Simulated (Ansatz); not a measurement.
## AgCl: levels with and without spin–orbit coupling

```xyz
2
Lattice="0.0000 2.7727 2.7727 2.7727 0.0000 2.7727 2.7727 2.7727 0.0000" Properties=species:S:1:pos:R:3 pbc="T T T"
Ag    0.0000    0.0000    0.0000
Cl    2.7727    2.7727    2.7727
```

Atoms are numbered in the order listed.

The cell is the one relaxed in the Materials Project (mp-22922), not relaxed further here; entries there can be hypothetical.

All numbers are computed: DFT, PBE, all-electron LAPW, scalar-relativistic (Ansatz 0.2.0); DFT, PBE, all-electron LAPW, Dirac equation with spin-orbit coupling (Ansatz 0.2.0).

The runs use a Γ-centred 9×9×9 k mesh, Fermi–Dirac smearing of 0.01 eV, basis error target 0.5 meV/atom, no spin polarisation.

Levels between -4 and 3 eV, each run counted from its own valence-band top. Scalar levels are listed once for both spins; with the coupling every spinor state is counted. Levels near the edges of the range can cross them.

Task: At Γ (0.000, 0.000, 0.000) the scalar-relativistic levels are -2.44 (×3), -2.40 (×2), -2.32 (×3), 0.91. What are they with spin–orbit coupling?

Result: -2.79 (×4), -2.46 (×2), -2.31 (×4), -2.28 (×2), -2.25 (×4), 0.87 (×2).

Task: At L (0.500, 0.500, 0.500) the scalar-relativistic levels are -2.08 (×2), -1.76, 0.00 (×2). What are they with spin–orbit coupling?

Result: -2.21 (×2), -2.15 (×2), -1.70 (×2), -0.04 (×2), 0.00 (×2).

Task: Without the coupling the gap is 0.91 eV, indirect from L (0.5, 0.5, 0.5) to Γ. And with it?

Result: 0.87 eV, indirect from L (0.5, 0.5, 0.5) to Γ.
